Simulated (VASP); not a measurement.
# Ir (Fm-3m) in VASP: further runs

Runs on Ir. Level: LDA. Tasks: relaxation of cell and atoms, electrostatic potential.

Everything below comes from runs of VASP 6.6.1. Logs are shortened: lines on timing, memory, paths and dates and some standing lists are left out, and cuts for length are marked.

## Step 1: The structure

Symmetry: Fm-3m, No. 225, cubic system. Conventional cell: a = 3.830 Å, b = 3.830 Å, c = 3.830 Å, α = 90.00°, β = 90.00°, γ = 90.00°. Ir (site symmetry m-3m) has 12 Ir at 2.71 Å as nearest neighbours.

The cell was built by a generator and needn't be a form met in nature.

## Step 2: Relaxation of cell and atoms, LDA

INCAR reads:

```
PREC = Accurate
ENCUT = 600
EDIFF = 1E-6
ISMEAR = 1
SIGMA = 0.1
LREAL = F
LASPH = T
NELM = 120
ALGO = Normal
ISIF = 3
LWAVE = F
LCHARG = F
GGA = CA
IBRION = 2
NSW = 60
EDIFFG = -0.005
```

KPOINTS reads:

```
Automatic mesh
0
Gamma
  18 18 18
```

POSCAR reads:

```
Ir
1.0
    0.0000000000      1.9150000000      1.9150000000
    1.9150000000      0.0000000000      1.9150000000
    1.9150000000      1.9150000000      0.0000000000
Ir
1
Direct
    0.0000000000      0.0000000000      0.0000000000
```

Potentials or basis: VASP PAW LDA potentials, release 64 (Ir).

On the command line:

```
$ cat potpaw_LDA.64/Ir/POTCAR > POTCAR
$ mpirun -np 1 vasp_std > vasp.out
```

OUTCAR:

```text
PREC = Accurate
   ENCUT = 600
   EDIFF = 1E-6
   ISMEAR = 1
   LREAL = F
   LASPH = T
   NELM = 120
   ISIF = 3
   GGA = CA
   IBRION = 2
   NSW = 60
   EDIFFG = -0.005

 ion  position               nearest neighbor table
   1  0.000  0.000  0.000-

  LATTYP: Found a face centered cubic cell.
 ALAT       =     3.8300000000

  Lattice vectors:

 A1 = (   0.0000000000,   1.9150000000,   1.9150000000)
 A2 = (   1.9150000000,   0.0000000000,   1.9150000000)
 A3 = (   1.9150000000,   1.9150000000,   0.0000000000)

Analysis of symmetry for initial positions (statically):
=====================================================================
 Subroutine PRICEL returns:
 Original cell was already a primitive cell.

 Routine SETGRP: Setting up the symmetry group for a
 face centered cubic supercell.

 Subroutine GETGRP returns: Found 48 space group operations
 (whereof 48 operations were pure point group operations)
 out of a pool of 48 trial point group operations.

The static configuration has the point symmetry O_h .

Analysis of symmetry for dynamics (positions and initial velocities):
=====================================================================
 Subroutine PRICEL returns:
 Original cell was already a primitive cell.

 Routine SETGRP: Setting up the symmetry group for a
 face centered cubic supercell.

 Subroutine GETGRP returns: Found 48 space group operations
 (whereof 48 operations were pure point group operations)
 out of a pool of 48 trial point group operations.

The dynamic configuration has the point symmetry O_h .

 Subroutine INISYM returns: Found 48 space group operations
 (whereof 48 operations are pure point group operations),
 and found     1 'primitive' translations

----------------------------------------------------------------------------------------

                                     Primitive cell

  volume of cell :      14.0455

  direct lattice vectors                    reciprocal lattice vectors
     0.000000000  1.915000000  1.915000000    -0.261096606  0.261096606  0.261096606
     1.915000000  0.000000000  1.915000000     0.261096606 -0.261096606  0.261096606
     1.915000000  1.915000000  0.000000000     0.261096606  0.261096606 -0.261096606

  length of vectors
     2.708218972  2.708218972  2.708218972     0.452232587  0.452232587  0.452232587

  position of ions in fractional coordinates (direct lattice)
     0.000000000  0.000000000  0.000000000

  ion indices of the primitive-cell ions
   primitive index   ion index
                 1           1

----------------------------------------------------------------------------------------

 KPOINTS: Automatic mesh

Automatic generation of k-mesh.
 Grid dimensions read from file:
 generate k-points for:   18   18   18

 Generating k-lattice:

  Cartesian coordinates                     Fractional coordinates (reciprocal lattice)
    -0.014505367  0.014505367  0.014505367     0.055555556  0.000000000  0.000000000
     0.014505367 -0.014505367  0.014505367     0.000000000  0.055555556  0.000000000
     0.014505367  0.014505367 -0.014505367     0.000000000  0.000000000  0.055555556

  Length of vectors
     0.025124033  0.025124033  0.025124033

  Shift w.r.t. Gamma in fractional coordinates (k-lattice)
     0.000000000  0.000000000  0.000000000

 Subroutine IBZKPT returns following result:
 ===========================================

 Found    195 irreducible k-points:

 Following reciprocal coordinates:
            Coordinates               Weight
  0.000000  0.000000  0.000000      1.000000
  0.055556  0.000000  0.000000      8.000000
  0.111111  0.000000  0.000000      8.000000
  0.166667  0.000000  0.000000      8.000000
  0.222222  0.000000  0.000000      8.000000
  0.277778  0.000000  0.000000      8.000000
[... 16 lines left out ...]
 -0.277778  0.055556  0.000000     24.000000
 -0.222222  0.055556  0.000000     24.000000
 [... further k-points ...]
   k-points           NKPTS =    195   k-points in BZ     NKDIM =    195   number of bands    NBANDS=      8
   number of dos      NEDOS =    301   number of ions     NIONS =      1
   total plane-waves  NPLWV =  13824
   dimension x,y,z NGX =    24 NGY =   24 NGZ =   24
   dimension x,y,z NGXF=    48 NGYF=   48 NGZF=   48
   ions per type =               1
   NGX,Y,Z   is equivalent  to a cutoff of  14.73, 14.73, 14.73 a.u.
   NGXF,Y,Z  is equivalent  to a cutoff of  29.47, 29.47, 29.47 a.u.
 SYSTEM =  unknown system
   PREC   = accura    normal or accurate (medium, high low for compatibility)
   ISTART =      0    job   : 0-new  1-cont  2-samecut
   ICHARG =      2    charge: 1-file 2-atom 10-const
   ISPIN  =      1    spin polarized calculation?
   LNONCOLLINEAR =      F non collinear calculations
   LSORBIT =      F    spin-orbit coupling
   LASPH  =      T    aspherical Exc in radial PAW
   ENCUT  =  600.0 eV  44.10 Ry    6.64 a.u.   5.41  5.41  5.41*2*pi/ulx,y,z
   NELM   =    120;   NELMIN=  2; NELMDL= -5     # of ELM steps
   EDIFF  = 0.1E-05   stopping-criterion for ELM
   LREAL  =      F    real-space projection
   EDIFFG = -.5E-02   stopping-criterion for IOM
   NSW    =     60    number of steps for IOM
   IBRION =      2    ionic relax: 0-MD 1-quasi-New 2-CG
   NFREE  =      1    steps in history (QN), initial steepest desc. (CG)
   ISIF   =      3    stress and relaxation
   ISYM   =      2    0-nonsym 1-usesym 2-fastsym
   POTIM  = 0.5000    time-step for ionic-motion
   TEBEG  =    0.0;   TEEND  =   0.0 temperature during run
   PSTRESS=    0.0 pullay stress
   NELECT =       9.0000    total number of electrons
   NUPDOWN=      -1.0000    fix difference up-down
   EMIN   =  10.00;   EMAX   =-10.00  energy-range for DOS
   EFERMI =   0.00;   METHOD = LEGACY
   ISMEAR =     1;   SIGMA  =   0.10  broadening in eV -4-tet -1-fermi 0-gaus
   EFERMI_NEDOS =   21; number of points for ismear=-14 and -15
   IALGO  =     38    algorithm
   IMIX   =      4    mixing-type and parameters
     AMIX     =   0.40;   BMIX     =  1.00
     AMIX_MAG =   1.60;   BMIX_MAG =  1.00
  volume/ion in A,a.u.               =      14.05        94.78
  Fermi-wavevector in a.u.,A,eV,Ry     =   1.411379  2.667119 27.102667  1.991990
  Thomas-Fermi vector in A             =   2.533236
   LORBIT       =      0    0 simple, 1 ext, 2 COOP (PROOUT), +10 PAW based schemes
   GGA     = CA    functional components
   LHFCALC =     F    Hartree Fock is set to
   AEXX    =    0.0000 exact exchange contribution
   IVDW    =     0    specifies the selected vdW correction
   LEPSILON=     F    determine dielectric tensor
   LRPA    =     F    only Hartree local field effects (RPA)
 conjugate gradient relaxation of ions
 non-spin polarized calculation
 Methfessel and Paxton  Order N= 1 SIGMA  =   0.10
  energy-cutoff  :      600.00
  volume of cell :       14.05
 maximum number of plane-waves:       489
 NGX is ok and might be reduce to    24
   NGX = 11   NGY = 11   NGZ = 11

--------------------------------------- Ionic step        1  -------------------------------------------

 number of electron       9.0000000 magnetization

 Free energy of the ion-electron system (eV)
  ---------------------------------------------------
  ext. energy  EPLUGINS =         0.00000000
  ---------------------------------------------------
  free energy    TOTEN  =       -10.32567311 eV

  energy without entropy =      -10.32564633  energy(sigma->0) =      -10.32566418

------------------------ aborting loop because EDIFF is reached ----------------------------------------

  FORCE on cell =-STRESS in cart. coord.  units (eV):
  Direction    XX          YY          ZZ          XY          YZ          ZX
  --------------------------------------------------------------------------------------
  -------------------------------------------------------------------------------------
  Total       -0.2959115     -0.2959115     -0.2959115      0.0000000      0.0000000      0.0000000
  in kB      -33.7548415    -33.7548415    -33.7548415      0.0000000      0.0000000      0.0000000
  external PRESSURE =     -33.7548415 kB  Pullay stress =       0.0000000 kB

 VOLUME and BASIS-vectors are now :
 -----------------------------------------------------------------------------
  energy-cutoff  :      600.00
  volume of cell :       14.05
      direct lattice vectors                 reciprocal lattice vectors
     0.000000000  1.915000000  1.915000000    -0.261096606  0.261096606  0.261096606
     1.915000000  0.000000000  1.915000000     0.261096606 -0.261096606  0.261096606
     1.915000000  1.915000000  0.000000000     0.261096606  0.261096606 -0.261096606
[... 36 lines left out ...]
 POSITION                                       TOTAL-FORCE (eV/Angst)
 -----------------------------------------------------------------------------------
      0.00000      0.00000      0.00000         0.000000      0.000000      0.000000
 -----------------------------------------------------------------------------------
    total drift:                               -0.000000      0.000000      0.000000

  FREE ENERGIE OF THE ION-ELECTRON SYSTEM (eV)
  ---------------------------------------------------
  free  energy   TOTEN  =       -10.3051196902 eV

  energy  without entropy=      -10.3050593786  energy(sigma->0) =      -10.30509959

--------------------------------------- Ionic step        3  -------------------------------------------

 number of electron       9.0000000 magnetization

 Free energy of the ion-electron system (eV)
  ---------------------------------------------------
  ext. energy  EPLUGINS =         0.00000000
  ---------------------------------------------------
  free energy    TOTEN  =       -10.32693858 eV

  energy without entropy =      -10.32690716  energy(sigma->0) =      -10.32692811

 E-fermi :  10.6242     XC(G=0): -14.2298

 val. band max:       10.6133440683   @ k =   0.5000   0.2222   0.1111
 cond. band min:      10.6333147660   @ k =   0.3333   0.1111   0.0556
 fundamental gap:      0.0199706978
 Fermi energy:        10.6242023371

 k-point     1 :       0.0000    0.0000    0.0000
  band No.  band energies     occupation
      1      -0.6872      2.00000
      2       6.5755      2.00000
      3       6.5755      2.00000
      4       6.5755      2.00000
      5       9.3703      2.00000
      6       9.3703      2.00000
      7      24.8988      0.00000
      8      30.5312      0.00000

 k-point     2 :       0.0556    0.0000    0.0000
  band No.  band energies     occupation
      1      -0.5470      2.00000
      2       6.5000      2.00000
      3       6.6372      2.00000
      4       6.6372      2.00000
      5       9.3297      2.00000
      6       9.3297      2.00000
      7      25.1441      0.00000
      8      29.7934      0.00000
[... 221 lines left out ...]
 k-point    23 :      -0.2778    0.0556    0.0000
  band No.  band energies     occupation
      1       2.1126      2.00000
      2       6.2834      2.00000
      3       6.9044      2.00000
      4       7.0117      2.00000
      5       9.5555      2.00000
      6      10.5031      2.07085
      7      23.2417      0.00000
      8      27.0292      0.00000

 k-point    24 :      -0.2222    0.0556    0.0000
  band No.  band energies     occupation
      1       1.5525      2.00000
      2       5.9111      2.00000
      3       7.0524      2.00000
      4       7.1440      2.00000
      5       9.0606      2.00000
      6       9.9485      2.00000
      7      24.8341      0.00000
      8      27.6684      0.00000

 [... further k-points ...]

------------------------ aborting loop because EDIFF is reached ----------------------------------------

  FORCE on cell =-STRESS in cart. coord.  units (eV):
  Direction    XX          YY          ZZ          XY          YZ          ZX
  --------------------------------------------------------------------------------------
  -------------------------------------------------------------------------------------
  Total       -0.0047449     -0.0047449     -0.0047449      0.0000000      0.0000000      0.0000000
  in kB       -0.5458102     -0.5458102     -0.5458102      0.0000000      0.0000000      0.0000000
  external PRESSURE =      -0.5458102 kB  Pullay stress =       0.0000000 kB

 VOLUME and BASIS-vectors are now :
 -----------------------------------------------------------------------------
  energy-cutoff  :      600.00
  volume of cell :       13.93
      direct lattice vectors                 reciprocal lattice vectors
     0.000000000  1.909652183  1.909652183    -0.261827784  0.261827784  0.261827784
     1.909652183 -0.000000000  1.909652183     0.261827784 -0.261827784  0.261827784
     1.909652183  1.909652183  0.000000000     0.261827784  0.261827784 -0.261827784

 POSITION                                       TOTAL-FORCE (eV/Angst)
 -----------------------------------------------------------------------------------
      0.00000      0.00000      0.00000        -0.000000      0.000000      0.000000
 -----------------------------------------------------------------------------------
    total drift:                               -0.000000      0.000000     -0.000000

  FREE ENERGIE OF THE ION-ELECTRON SYSTEM (eV)
  ---------------------------------------------------
  free  energy   TOTEN  =       -10.3269385782 eV

  energy  without entropy=      -10.3269071634  energy(sigma->0) =      -10.32692811

 reached required accuracy - stopping structural energy minimisation
```

It took 30 s on 1 thread of Intel Xeon Platinum 8259CL at 2.50GHz (Skylake/Cascade Lake), shared host; peak memory 0.18 GiB.

What came out:

```yaml
Free_energy: -10.3269 eV
Relaxed_volume: 13.93 Å³/atom
Relaxed_cell: a = 2.701 Å, b = 2.701 Å, c = 2.701 Å, α = 60.00°, β = 60.00°, γ = 60.00°
Space_group_after_relaxing_to_0.05_Å: Fm-3m (No. 225)
Energy_gained_by_relaxing: 1.3 meV/atom
Ionic_steps: 3
Pressure_after_relaxing: -0.1 GPa
Band_gap_on_the_k_mesh: none (metal or under the smearing width)
```

The path:
```
step  energy change (eV)  largest force (eV/Å)  pressure (GPa)  volume (Å³)
   1              0.0000                0.0000           -3.38        14.05
   2              0.0206                0.0000           15.28        13.45
   3             -0.0013                0.0000           -0.05        13.93
```

Final structure:
```
CELL_PARAMETERS angstrom
0.00000 1.90965 1.90965
1.90965 0.00000 1.90965
1.90965 1.90965 0.00000
ATOMIC_POSITIONS crystal
Ir 0.00000 0.00000 0.00000
```

## Step 3: Electrostatic potential, LDA

This run uses another cell than the first one, of 13.93 Å³/atom, 0.992 times its volume.

INCAR reads:

```
SYSTEM = Ir
  PREC = Accurate
  ENCUT = 520
  EDIFF = 1E-6
  ISMEAR = 1
  SIGMA = 0.1
  LREAL = .FALSE.
  LASPH = .TRUE.
  NELM = 100
  ALGO = Normal
  ISIF = 2
  LWAVE = .FALSE.
  LCHARG = .TRUE.
  GGA = CA
  LVHAR = .TRUE.
```

KPOINTS reads:

```
Automatic mesh
0
G
  18 18 18
  0 0 0
```

POSCAR reads:

```
Ir                                      
1.0
    0.0000000000      1.9096521834      1.9096521834
    1.9096521834     -0.0000000000      1.9096521834
    1.9096521834      1.9096521834      0.0000000000
  Ir            
     1
Direct
     0.0000000000000000    0.0000000000000000    0.0000000000000000
```

Potentials or basis: VASP PAW LDA potentials, release 64 (Ir).

On the command line:

```
$ cat potpaw_LDA.64/Ir/POTCAR > POTCAR
$ mpirun -np 1 vasp_std > vasp.out
```

Run time: 13 s. Hardware: 1 thread of Intel Xeon Platinum 8259CL at 2.50GHz (Skylake/Cascade Lake), shared host; peak memory 0.14 GiB.

It converged, with:

- Free energy: -10.3268 eV
- Pressure: -0.1 GPa
- Band gap on the k mesh: none (metal or under the smearing width)

Levels at points of the mesh, in eV from the Fermi level:
```csv
k point,band 2,band 3,band 4,band 5,band 6,band 7
"(0.00, 0.00, 0.00)",-4.05,-4.05,-4.05,-1.25,-1.25,14.27
"(0.50, 0.00, 0.00)",-4.14,-4.14,-0.79,0.89,0.89,7.39
"(0.50, 0.50, 0.00)",-7.58,0.88,1.47,1.47,1.70,10.70
```
